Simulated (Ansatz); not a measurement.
**Piezoelectric tensor of SiC at 5 GPa (stress–strain coefficients)**

All numbers below come from DFT PBEsol, scalar-relativistic, plane waves, PAW in Ansatz 0.2.0. Settings: 420 eV plane-wave cutoff, Γ-centred 12×12×12 mesh, fixed occupations. No spin polarisation.

The cell, relaxed at 5 GPa:
```
CELL_PARAMETERS angstrom
0.00000 2.16276 2.16276
2.16276 0.00000 2.16276
2.16276 2.16276 0.00000
ATOMIC_POSITIONS crystal
Si 0.00000 0.00000 0.00000
C 0.75000 0.75000 0.75000
```

Q: Give the relaxed-ion proper piezoelectric stress tensor e_iJ (C/m², Voigt columns xx yy zz yz xz xy).

A:
```
x    0.000  0.000  0.000 -0.105  0.000  0.000
y    0.000  0.000  0.000  0.000 -0.105  0.000
z    0.000  0.000  0.000  0.000  0.000 -0.105
```
Signs follow the orientation of the cell as given.

Q: With the elastic constants (GPa, Voigt order)
```
409.1 156.3 156.3   0.0   0.0   0.0
156.3 409.1 156.3   0.0   0.0   0.0
156.3 156.3 409.1   0.0   0.0   0.0
  0.0   0.0   0.0 251.4   0.0   0.0
  0.0   0.0   0.0   0.0 251.4   0.0
  0.0   0.0   0.0   0.0   0.0 251.4
```
find the strain coefficients d = e·C⁻¹ (pC/N).

A:
```
x    0.00  0.00  0.00 -0.42  0.00  0.00
y    0.00  0.00  0.00  0.00 -0.42  0.00
z    0.00  0.00  0.00  0.00  0.00 -0.42
```

Cost: 1 run of about 0.76 core-minutes, on AMD EPYC 7R43 (Zen 3) (shared hosts).